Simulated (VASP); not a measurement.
**A VASP 6.6.1 single-point calculation on LiH**

INCAR

```
ISIF = 2
LCHARG = .FALSE.
ISMEAR = 0
NELM = 52
EDIFF = 1E-7
IBRION = -1
NBANDS = 9
NSW = 0
ALGO = Normal
LWAVE = .FALSE.
METAGGA = R2SCAN
ENCUT = 520
LASPH = .TRUE.
SIGMA = 0.01
LREAL = .FALSE.
PREC = Accurate
AMIX = 0.8
```

KPOINTS

```
KPOINTS created by Atomic Simulation Environment
0
Gamma
10 10 10
0 0 0
```

POSCAR

```
Li H
 1.0000000000000000
     0.0050074871000000    2.0029948411000000    2.0029948411000000
     2.0029948411000000    0.0050074871000000    2.0029948411000000
     2.0080023281999999    2.0080023281999999    0.0000000000000000
 Li  H
   1   1
Cartesian
  0.0000000000000000  0.0000000000000000  0.0000000000000000
  2.0080023281999999  2.0080023281999999  2.0029948411000000
```

The recommended PBE PAW datasets give the neutral cell 4 valence electrons.

Command

```
mpirun -np 1 vasp_std
```

OSZICAR

```
N       E                     dE             d eps       ncg     rms          rms(c)
DAV:   1    -0.234227432322E+01   -0.23423E+01   -0.15011E+03  3142   0.416E+02
DAV:   2    -0.734325248423E+01   -0.50010E+01   -0.49753E+01  4306   0.583E+01
DAV:   3    -0.740994014755E+01   -0.66688E-01   -0.66653E-01  3839   0.587E+00
DAV:   4    -0.741021678332E+01   -0.27664E-03   -0.27660E-03  4300   0.342E-01
DAV:   5    -0.741021779598E+01   -0.10127E-05   -0.10126E-05  3914   0.140E-02    0.273E+00
DAV:   6    -0.681599458089E+01    0.59422E+00   -0.34506E-01  3275   0.338E+00    0.494E-01
DAV:   7    -0.681668627669E+01   -0.69170E-03   -0.24749E-02  3335   0.115E+00    0.180E-01
DAV:   8    -0.681742736270E+01   -0.74109E-03   -0.87890E-04  4264   0.259E-01    0.521E-02
DAV:   9    -0.681748484304E+01   -0.57480E-04   -0.64910E-05  3480   0.549E-02    0.180E-02
DAV:  10    -0.681750740569E+01   -0.22563E-04   -0.16518E-05  3545   0.312E-02    0.221E-03
DAV:  11    -0.681750806061E+01   -0.65493E-06   -0.72442E-07  3544   0.688E-03    0.404E-04
DAV:  12    -0.681750824383E+01   -0.18321E-06   -0.86045E-08  3605   0.276E-03    0.109E-04
DAV:  13    -0.681750847918E+01   -0.23535E-06   -0.52309E-08  3311   0.182E-03    0.564E-05
DAV:  14    -0.681750853557E+01   -0.56387E-07   -0.27587E-09  1998   0.479E-04
   1 F= -.68175085E+01 E0= -.68175085E+01  d E =0.000000E+00
```

From OUTCAR

```
k-points           NKPTS =    171   k-points in BZ     NKDIM =    171   number of bands    NBANDS=      9

   NELECT =       4.0000    total number of electrons

   dimension x,y,z NGX =    24 NGY =   24 NGZ =   24
   dimension x,y,z NGXF=    48 NGYF=   48 NGZF=   48

  energy-cutoff  :      520.00
  volume of cell :       16.07
      direct lattice vectors                 reciprocal lattice vectors
     0.005007487  2.002994841  2.002994841    -0.250251834  0.250251834  0.249626205
     2.002994841  0.005007487  2.002994841     0.250251834 -0.250251834  0.249626205
     2.008002328  2.008002328  0.000000000     0.249003695  0.249003695 -0.249626205

 k-points in reciprocal lattice and weights: KPOINTS created by Atomic Simulation Env
   0.00000000  0.00000000  0.00000000       0.001
   0.10000000 -0.00000000  0.00000000       0.004
   0.20000000 -0.00000000  0.00000000       0.004
   0.30000000  0.00000000  0.00000000       0.004
   0.40000000 -0.00000000  0.00000000       0.004
   0.50000000  0.00000000  0.00000000       0.002
   0.10000000  0.10000000  0.00000000       0.002
   0.20000000  0.10000000  0.00000000       0.004
   ...

 E-fermi :   0.0300

 k-point     1 :       0.0000    0.0000    0.0000
  band No.  band energies     occupation
      1     -45.9094      2.00000
      2      -5.6311      2.00000
      3      17.4869      0.00000
      4      19.1605      0.00000
      5      19.2400      0.00000
      6      19.3222      0.00000
      7      23.5785      0.00000
      8      23.6708      0.00000
      9      23.7623      0.00000

 k-point     2 :       0.1000   -0.0000    0.0000
  band No.  band energies     occupation
      1     -45.9052      2.00000
      2      -5.4499      2.00000
      3      15.7508      0.00000
      4      18.2356      0.00000
      5      18.7061      0.00000
      6      18.8061      0.00000
      7      23.4330      0.00000
      8      24.5640      0.00000
      9      24.6909      0.00000

 k-point     3 :       0.2000   -0.0000    0.0000
  band No.  band energies     occupation
      1     -45.8938      2.00000
      2      -4.9214      2.00000
      3      12.2267      0.00000
      4      16.8726      0.00000
      5      18.0264      0.00000
      6      18.1147      0.00000
      7      24.4073      0.00000
      8      24.4316      0.00000
      9      24.4674      0.00000

 k-point     4 :       0.3000    0.0000    0.0000
  band No.  band energies     occupation
      1     -45.8797      2.00000
      2      -4.1124      2.00000
      3       8.9201      0.00000
      4      15.7377      0.00000
      5      17.6692      0.00000
      6      17.7425      0.00000
      7      22.0840      0.00000
      8      22.1188      0.00000
      9      26.1711      0.00000

 k-point     5 :       0.4000   -0.0000    0.0000
  band No.  band energies     occupation
      1     -45.8684      2.00000
      2      -3.2353      2.00000
      3       6.4794      0.00000
      4      14.9986      0.00000
      5      17.7330      0.00000
      6      17.7889      0.00000
      7      20.3512      0.00000
      8      20.4033      0.00000
      9      28.1296      0.00000

 ...

  Total       -0.0521933     -0.0521933     -0.0531133     -0.0250505      0.0000000      0.0000000
  in kB       -5.2030543     -5.2030543     -5.2947667     -2.4972420      0.0000000      0.0000000
  external PRESSURE =      -5.2336251 kB  Pullay stress =       0.0000000 kB

 POSITION                                       TOTAL-FORCE (eV/Angst)
 -----------------------------------------------------------------------------------
      0.00000      0.00000      0.00000         0.000000      0.000000      0.000000
      2.00800      2.00800      2.00299        -0.000000     -0.000000      0.000000
 -----------------------------------------------------------------------------------
    total drift:                                0.000000     -0.000000     -0.000000

  FREE ENERGIE OF THE ION-ELECTRON SYSTEM (eV)
  ---------------------------------------------------
  free  energy   TOTEN  =        -6.8175085356 eV

  energy  without entropy=       -6.8175085356  energy(sigma->0) =       -6.81750854
```

It converged. Results: gap between bands v and c on the k mesh 3.58 eV; least direct gap on the k mesh 3.58 eV; pressure -0.5 GPa. Band v is the last that the valence electrons fill when counted band by band, and c is the next.

For comparison, a separate r²SCAN run of the intended cell, on usual settings and not on those above, gives a gap of 3.58 eV on its mesh and a pressure of -0.5 GPa.

The run above took about 53 s on one core of a shared host (Intel Xeon Platinum 8488C) and held 0.15 GiB at most.
